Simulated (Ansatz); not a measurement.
**V: frozen-core PAW against all-electron methods**

```yaml
crystal:
  lattice:
    - [2.66376, 0.00000, 0.00000]
    - [-1.33188, 2.30688, 0.00000]
    - [0.00000, 0.00000, 4.77985]
  atoms:
    - { symbol: V, position: [0.33333, 0.66667, 0.25000] }
    - { symbol: V, position: [0.66667, 0.33333, 0.75000] }
```

Atom numbers follow the list: V1, V2.

The structure comes from a relaxation in the same program, started in the hcp type. Whether it is a known phase or the ground state wasn't checked. The listed cell was then made from it by scaling, straining or moving an atom.

Levels of theory: DFT, PBE, PAW with Ansatz's default frozen-core files, scalar-relativistic (Ansatz 0.2.0); DFT, PBE, all-electron LAPW, scalar-relativistic (Ansatz 0.2.0).

For PAW: a Γ-centred 18×18×10 k mesh, Fermi–Dirac smearing of 0.08 eV, cutoff 420 eV, spin-polarised from start moments V1 1.5, V2 1.5 μB (the moments died away, and the run ended non-magnetic). LAPW targets a basis error of 1 meV/atom. The Ansatz runs share mesh, smearing and spin set-up. Plane-wave (PAW) pressures include the program's estimate of the Pulay term.

Stress and pressure are positive in compression.

The change that made this cell: volume scaled by 1.06.

PAW results:

```
       quantity    PAW
 pressure (GPa)  -8.97
stress xx (GPa)  -9.04
stress zz (GPa)  -8.83
```

Problem. What does full-potential LAPW give for the same quantities?

Solution. 
```tsv
quantity	LAPW
pressure (GPa)	-8.99
stress xx (GPa)	-9.06
stress zz (GPa)	-8.84
```
